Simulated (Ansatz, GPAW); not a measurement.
# bithiophene-5,5'-dithiol between two Al chains: relaxation, then transmission at several levels, part 3 of 4

How well does bithiophene-5,5'-dithiol between two Al chains conduct once its atoms have relaxed, and how much do cheaper levels lose?

GPAW 26.7.0 and Ansatz 0.2.0; Ansatz plane waves; relaxation of the junction with the lead ends held; PAW set soft_1 (the session's first sound run).

So far, transmission at the Fermi level (one spin): step 3 (plane-wave reference (PBE)) 0.00183; step 4 (GPAW, dzp, PBE, GPAW) 0.00243. Also open channels of the lead at the Fermi level (one spin): step 3 2; step 4 2.

## Step 5: Single-zeta polarised basis

Level of this step: GPAW LCAO, PAW setups; Landauer transmission from Green's functions with principal layers (ASE), zero bias (GPAW).

One radial function a shell plus polarisation makes the matrices smaller; the question is what that costs.

run.py

```python
import json
import numpy as np
from ase import Atoms
from ase.transport.calculators import TransportCalculator
from gpaw import GPAW, FermiDirac
from gpaw.lcao.tools import get_lcao_hamiltonian
from scipy.linalg import eigh

# The junction with lead layers at both ends, along the third cell vector
device = Atoms(
    ['Al', 'Al', 'Al', 'Al', 'Al', 'Al', 'Al', 'S', 'C', 'H', 'C', 'S', 'C', 'C', 'H', 'H', 'C', 'C', 'S', 'C', 'H', 'C', 'S', 'Al', 'Al', 'Al', 'Al', 'Al', 'Al', 'Al'],
    positions=[
        [7.86545, 4.50000, 1.20000],
        [7.86545, 4.50000, 3.60000],
        [7.86545, 4.50000, 6.00000],
        [7.86545, 4.50000, 8.40000],
        [7.86545, 4.50000, 10.80000],
        [8.05015, 6.09403, 12.79737],
        [7.90342, 5.19635, 15.25892],
        [7.94427, 6.69919, 16.93150],
        [7.62455, 5.68796, 18.33610],
        [5.73100, 4.71251, 17.90475],
        [6.55068, 4.85831, 18.60598],
        [8.71715, 5.72884, 19.68824],
        [6.61148, 4.26906, 19.88934],
        [7.72539, 4.64294, 20.62680],
        [5.84861, 3.59529, 20.27747],
        [9.95348, 5.34549, 22.33558],
        [8.09928, 4.26339, 21.96824],
        [9.20121, 4.65475, 22.71493],
        [7.12124, 3.15501, 22.89536],
        [9.26384, 4.06226, 23.99668],
        [10.07578, 4.22030, 24.70449],
        [8.20120, 3.21451, 24.25656],
        [7.88572, 2.19896, 25.65941],
        [7.88973, 3.71881, 27.31613],
        [7.74267, 2.86704, 29.79425],
        [7.86545, 4.50000, 31.75915],
        [7.86545, 4.50000, 34.15915],
        [7.86545, 4.50000, 36.55915],
        [7.86545, 4.50000, 38.95915],
        [7.86545, 4.50000, 41.35915]],
    cell=[[15.7309, 0.0, 0.0], [0.0, 9.0, 0.0], [0.0, 0.0, 42.55915]],
    pbc=True)

# One principal layer of the lead: the first 4 atoms of the device
lead = Atoms(
    ['Al', 'Al', 'Al', 'Al'],
    positions=[
        [7.86545, 4.50000, 1.20000],
        [7.86545, 4.50000, 3.60000],
        [7.86545, 4.50000, 6.00000],
        [7.86545, 4.50000, 8.40000]],
    cell=[[15.7309, 0.0, 0.0], [0.0, 9.0, 0.0], [0.0, 0.0, 9.6]],
    pbc=True)

settings = dict(mode='lcao', basis='szp(dzp)', xc='PBE', h=0.2,
                occupations=FermiDirac(0.1), maxiter=250,
                mixer=dict(beta=0.1, nmaxold=8, weight=100.0),
                convergence=dict(density=0.0001))
energies = np.arange(-2, 2 + 1e-9, 0.025)
eta = 0.0001
n1, n2 = 1, 1
# k and -k transmit alike, so half of the mesh across the current serves
mesh = [(i, j) for i in range(n1) for j in range(n2) if (i, j) <= (-i % n1, -j % n2)]
weights = np.array([1 if (i, j) == (-i % n1, -j % n2) else 2 for i, j in mesh]) / (n1 * n2)

# [... helper functions left out ...]
fermi_lead = ground_state(lead, (1, 1, 12), 'lead.txt')
fermi_device = ground_state(device, (1, 1, 2), 'device.txt')
# [... loop over the mesh left out, but for ...]
        # Shift the lead onto the potential of the device's first layer
        shift = ((H[:, 0, 0] - H0[:, 0, 0]) / S0[0, 0]).real.mean()
# [...]
kT = 8.617333e-5 * 300
bias = [0.1, 0.2, 0.5, 1.0, 1.5, 2.0]
# [... integrals and printing left out ...]
```

Command:

```bash
$ OMP_NUM_THREADS=1 OPENBLAS_NUM_THREADS=1 python run.py
```

Numbers of over 12 decimals in the logs are rounded to 6 here.

The log of the run:

```text
basis functions: device 250, principal layer 36
Fermi level: lead -4.0819 eV, device -3.8224 eV; lead shifted by 0.0277 eV
largest coupling past the next layer 1.29e-15 eV, largest misfit of the first layer 0.078 eV
  E-E_F (eV)   T (one spin)  channels
    -2.000    4.1986e-01    1.0000
    -1.975    4.2262e-01    1.0000
    -1.950    4.3833e-01    1.0000
[...]
1.975    3.9202e-02    3.0000
     2.000    3.8883e-02    3.0000
conductance at 300 K: 0.0014402 G0 a cell; thermopower -10.14 uV/K
current from the zero-bias T(E) at 0.1 V: 0.011073 uA
current from the zero-bias T(E) at 0.2 V: 0.021667 uA
current from the zero-bias T(E) at 0.5 V: 0.049293 uA
current from the zero-bias T(E) at 1.0 V: 0.10254 uA
current from the zero-bias T(E) at 1.5 V: 0.20346 uA
current from the zero-bias T(E) at 2.0 V: 0.43907 uA
```

Elapsed: 2.2 min, on 1 thread of Arm Neoverse V1, shared host; peak memory 2 GiB.

Numbers from this step:

* conductance: 0.001440 G₀
* thermopower: -10.14 μV/K
* largest coupling past the next principal layer: 1.29e-15 eV
* largest misfit of the first principal layer: 0.07845 eV
* shift that aligns the lead: 0.02770 eV
* basis functions of the junction: 250
* basis functions of a principal layer: 36
* transmission at the Fermi level (one spin): 0.001473

The conductance, 0.00144 G₀, lies 40 % below that of the dzp run.

## Step 6: Minimal basis

One function for each valence shell of the setup, as for a first survey of a large system.

Edit run.py of step 5 so:

```diff
@@ -56,3 +56,3 @@
 
-settings = dict(mode='lcao', basis='szp(dzp)', xc='PBE', h=0.2,
+settings = dict(mode='lcao', basis='sz(dzp)', xc='PBE', h=0.2,
                 occupations=FermiDirac(0.1), maxiter=250,
```

The log of the run:

```text
basis functions: device 108, principal layer 16
Fermi level: lead -4.3534 eV, device -4.0666 eV; lead shifted by 0.0360 eV
largest coupling past the next layer 1.35e-15 eV, largest misfit of the first layer 0.097 eV
  E-E_F (eV)   T (one spin)  channels
    -2.000    5.2019e-01    1.0000
    -1.975    6.0044e-01    1.0000
    -1.950    6.8804e-01    1.0000
[...]
1.975    2.3629e-02    3.0000
     2.000    2.3085e-02    3.0000
conductance at 300 K: 0.0018761 G0 a cell; thermopower -10.36 uV/K
current from the zero-bias T(E) at 0.1 V: 0.014423 uA
current from the zero-bias T(E) at 0.2 V: 0.028215 uA
current from the zero-bias T(E) at 0.5 V: 0.063773 uA
current from the zero-bias T(E) at 1.0 V: 0.12662 uA
current from the zero-bias T(E) at 1.5 V: 0.24111 uA
current from the zero-bias T(E) at 2.0 V: 0.49789 uA
```

Wall time 96 s (1 thread); peak memory 1.9 GiB.

This step gave:

- conductance: 0.001876 G₀
- thermopower: -10.36 μV/K
- largest coupling past the next principal layer: 1.35e-15 eV
- largest misfit of the first principal layer: 0.09685 eV
- shift that aligns the lead: 0.03596 eV
- basis functions of the junction: 108
- basis functions of a principal layer: 16
- transmission at the Fermi level (one spin): 0.001919

One spin. The transmission, zone mean by energy, zero at the Fermi level:

```csv
energy (eV),"transmission, zone mean"
-2.000,0.520
-1.900,0.852
-1.800,0.977
-1.700,0.150
-1.600,2.8e-9
-1.500,3.1e-10
-1.400,1.6e-10
-1.300,8.2e-10
-1.200,6.2e-11
-1.100,6.2e-12
-1.000,2.1e-12
-0.900,1.8e-12
-0.800,9.6e-12
-0.700,2.3e-11
-0.600,0
-0.500,0
-0.400,3.0e-11
-0.300,3.3e-4
-0.200,7.2e-4
-0.100,0.00146
0.000,0.00192
0.100,0.00201
0.200,0.00213
0.300,0.00249
0.400,0.00316
0.500,0.00412
0.600,0.00529
0.700,0.00712
0.800,0.00961
0.900,0.0134
1.000,0.0203
1.100,0.0353
1.200,0.0774
1.300,0.269
1.400,0.982
1.500,0.242
1.600,0.0875
1.700,0.0480
1.800,0.0330
1.900,0.0262
2.000,0.0231
```

The conductance, 0.00188 G₀, lies 21 % below that of the dzp run.

## Step 7: revPBE in the dzp basis: xc = "revPBE"

Back in the dzp basis, the functional changes from PBE to revPBE, to set the spread between functionals beside that between bases.

Edit run.py of step 6 so:

```diff
@@ -56,3 +56,3 @@
 
-settings = dict(mode='lcao', basis='sz(dzp)', xc='PBE', h=0.2,
+settings = dict(mode='lcao', basis='dzp', xc='revPBE', h=0.2,
                 occupations=FermiDirac(0.1), maxiter=250,
```

The log of the run:

```text
basis functions: device 358, principal layer 52
Fermi level: lead -3.5263 eV, device -3.2934 eV; lead shifted by 0.0185 eV
largest coupling past the next layer 1.13e-15 eV, largest misfit of the first layer 0.068 eV
  E-E_F (eV)   T (one spin)  channels
    -2.000    7.1740e-01    1.0000
    -1.975    9.5365e-01    1.0000
    -1.950    9.8518e-01    1.0000
[...]
1.975    6.3452e-01    3.0000
     2.000    4.7084e-01    3.0000
conductance at 300 K: 0.0022708 G0 a cell; thermopower 0.1323 uV/K
current from the zero-bias T(E) at 0.1 V: 0.017501 uA
current from the zero-bias T(E) at 0.2 V: 0.034446 uA
current from the zero-bias T(E) at 0.5 V: 0.078194 uA
current from the zero-bias T(E) at 1.0 V: 0.13702 uA
current from the zero-bias T(E) at 1.5 V: 0.21479 uA
current from the zero-bias T(E) at 2.0 V: 0.32196 uA
```

It took 2.7 min on 1 thread; peak memory 2.1 GiB.

Numbers from this step:

```
conductance                                    : 0.002271 G₀
largest coupling past the next principal layer : 1.13e-15 eV
largest misfit of the first principal layer    : 0.06754 eV
shift that aligns the lead                     : 0.01849 eV
basis functions of the junction                : 358
basis functions of a principal layer           : 52
transmission at the Fermi level (one spin)     : 0.002304
```

The conductance, 0.00227 G₀, lies 4.9 % below that of the dzp run.

## Step 8: The structure as built: geometry = "as built"

The dzp basis with PBE on the structure as first built shows what the relaxation was worth.

Edit run.py of step 7 so:

```diff
@@ -17,22 +17,22 @@
         [7.86545, 4.50000, 10.80000],
-        [8.05015, 6.09403, 12.79737],
-        [7.90342, 5.19635, 15.25892],
-        [7.94427, 6.69919, 16.93150],
-        [7.62455, 5.68796, 18.33610],
-        [5.73100, 4.71251, 17.90475],
-        [6.55068, 4.85831, 18.60598],
-        [8.71715, 5.72884, 19.68824],
-        [6.61148, 4.26906, 19.88934],
-        [7.72539, 4.64294, 20.62680],
-        [5.84861, 3.59529, 20.27747],
-        [9.95348, 5.34549, 22.33558],
-        [8.09928, 4.26339, 21.96824],
-        [9.20121, 4.65475, 22.71493],
-        [7.12124, 3.15501, 22.89536],
-        [9.26384, 4.06226, 23.99668],
-        [10.07578, 4.22030, 24.70449],
-        [8.20120, 3.21451, 24.25656],
-        [7.88572, 2.19896, 25.65941],
-        [7.88973, 3.71881, 27.31613],
-        [7.74267, 2.86704, 29.79425],
+        [7.86545, 4.50000, 13.20000],
+        [7.86545, 4.50000, 15.60000],
+        [9.75505, 4.50001, 16.72668],
+        [9.44820, 4.50001, 18.45305],
+        [7.27378, 4.50003, 18.52862],
+        [8.21589, 4.50002, 19.06276],
+        [10.71609, 4.50001, 19.59076],
+        [8.32419, 4.50002, 20.48679],
+        [9.63642, 4.50002, 20.93170],
+        [7.46365, 4.50003, 21.14508],
+        [12.29382, 4.50003, 22.08549],
+        [10.12039, 4.50002, 22.29941],
+        [11.43312, 4.50002, 22.74378],
+        [9.04064, 4.50001, 23.64144],
+        [11.54166, 4.50002, 24.16727],
+        [12.48090, 4.50003, 24.70733],
+        [10.30984, 4.50002, 24.77570],
+        [10.01752, 4.50001, 26.50244],
+        [7.86545, 4.50000, 26.95915],
+        [7.86545, 4.50000, 29.35915],
         [7.86545, 4.50000, 31.75915],
@@ -56,3 +56,3 @@
 
-settings = dict(mode='lcao', basis='dzp', xc='revPBE', h=0.2,
+settings = dict(mode='lcao', basis='dzp', xc='PBE', h=0.2,
                 occupations=FermiDirac(0.1), maxiter=250,
```

The log of the run:

```text
basis functions: device 358, principal layer 52
Fermi level: lead -3.5768 eV, device -3.4147 eV; lead shifted by 0.0039 eV
largest coupling past the next layer 1.20e-15 eV, largest misfit of the first layer 0.012 eV
  E-E_F (eV)   T (one spin)  channels
    -2.000    9.8575e-05    1.0000
    -1.975    8.7716e-05    1.0000
    -1.950    7.7803e-05    1.0000
[...]
1.975    2.9476e-01    3.0000
     2.000    3.4085e-01    3.0000
conductance at 300 K: 0.06133 G0 a cell; thermopower 15.24 uV/K
current from the zero-bias T(E) at 0.1 V: 0.47418 uA
current from the zero-bias T(E) at 0.2 V: 0.94154 uA
current from the zero-bias T(E) at 0.5 V: 2.1736 uA
current from the zero-bias T(E) at 1.0 V: 3.0676 uA
current from the zero-bias T(E) at 1.5 V: 3.511 uA
current from the zero-bias T(E) at 2.0 V: 3.9741 uA
```

It took 3 min on 1 thread; peak memory 2.1 GiB.

This step gave:

| Property | Result |
| --- | --- |
| conductance | 0.06133 G₀ |
| thermopower | 15.24 μV/K |
| largest coupling past the next principal layer | 1.20e-15 eV |
| largest misfit of the first principal layer | 0.01211 eV |
| shift that aligns the lead | 0.003867 eV |
| transmission at the Fermi level (one spin) | 0.06166 |

The conductance, 0.0613 G₀, lies a factor of 26 above that of the dzp run.

## Step 9: The ladder

Times are wall times on the hardware named with each run. Results by setting:

```csv
no.,run,conductance (G₀),time,memory (GiB)
1,pw PBE,0.001809,4.1 h,6.7
2,dzp,0.002388,2.7 min,2.1
3,szp,0.001440,2.2 min,2.0
4,sz,0.001876,96 s,1.9
5,dzp revPBE,0.002271,2.7 min,2.1
6,asbuilt,0.06133,3 min,2.1
```

## Step 10: Comparison

The curves are compared point by point over the common energies.

This step: comparison of transmission and cost over codes, levels and geometry; PAW set soft_1 (GPAW 26.7.0).

Ladder, by row:

```csv
step,code,T at the Fermi level (sum over the listed spins),conductance (G0),r.m.s. T(E) from the first,wall time (s),peak memory (GiB),threads
pw-pbe,Ansatz,0.001828,0.001809,0,14789,6.737,4
dzp,GPAW,0.002428,0.002388,0.1732,162.6,2.07,1
szp,GPAW,0.001473,0.00144,0.2248,132,2.04,1
sz,GPAW,0.001919,0.001876,0.2722,95.8,1.9,1
dzp-revPBE,GPAW,0.002304,0.002271,0.1796,162.2,2.07,1
asbuilt,GPAW,0.06166,0.06133,0.288,179.6,2.07,1
```

Transmission, zone mean, sum over the listed spins against energy, zero at the Fermi level:

```csv
energy (eV),pw-pbe,dzp,szp,sz,dzp-revPBE,asbuilt
-2.000,0.987,0.718,0.420,0.520,0.717,9.9e-5
-1.950,0.825,0.984,0.438,0.688,0.985,7.8e-5
-1.800,0.595,0.689,0.647,0.977,0.684,3.5e-5
-1.725,0.675,0.757,0.690,0.765,0.745,2.2e-5
-1.625,0.754,0.836,0.522,7.2e-9,0.818,1.0e-5
-1.600,0.742,0.826,0.441,2.8e-9,0.806,8.3e-6
-1.400,0.0986,0.0951,0.0199,1.6e-10,0.0892,6.4e-7
-1.200,0,2.5e-10,4.4e-10,6.2e-11,2.1e-10,-1.9e-16
-1.000,0,7.7e-12,6.2e-11,2.1e-12,6.3e-12,2.1e-16
-0.800,0,7.6e-12,8.5e-12,9.6e-12,5.4e-12,2.9e-16
-0.600,0,3.2e-13,1.5e-14,1.7e-14,3.9e-13,1.4e-13
-0.400,0,2.6e-11,1.8e-13,3.0e-11,3.3e-11,2.0e-8
-0.200,0.00108,0.00141,5.1e-4,7.2e-4,0.00140,0.0669
0.000,0.00183,0.00243,0.00147,0.00192,0.00230,0.0617
0.200,0.00195,0.00226,0.00171,0.00213,0.00216,0.0369
0.400,0.00264,0.00290,0.00276,0.00316,0.00278,0.0260
0.600,0.00391,0.00404,0.00473,0.00529,0.00388,0.0227
0.800,0.00551,0.00523,0.00873,0.00961,0.00498,0.0230
1.000,0.00815,0.00720,0.0187,0.0203,0.00660,0.0256
1.200,0.0126,0.0101,0.0626,0.0774,0.00935,0.0313
1.400,0.0254,0.0167,0.859,0.982,0.0151,0.0422
1.425,0.0289,0.0182,0.996,0.769,0.0163,0.0442
1.600,0.123,0.0427,0.133,0.0875,0.0365,0.0656
1.750,1.00,0.166,0.0583,0.0390,0.130,0.104
1.800,0.612,0.325,0.0502,0.0330,0.244,0.126
1.900,0.171,0.996,0.0417,0.0262,0.943,0.197
2.000,0.0829,0.388,0.0389,0.0231,0.471,0.341
```

(Part 3 of 4 ends here.)

[Logs are printed without paths, hosts, clocks, repeated set-up lines and the standing remarks that a program may print on its own settings, such as how far it seeks lower states.]

[Hosts, paths, dates, database ids (printed as entryN), source tags and the programs' standing remarks are cut or masked in the printed files.]
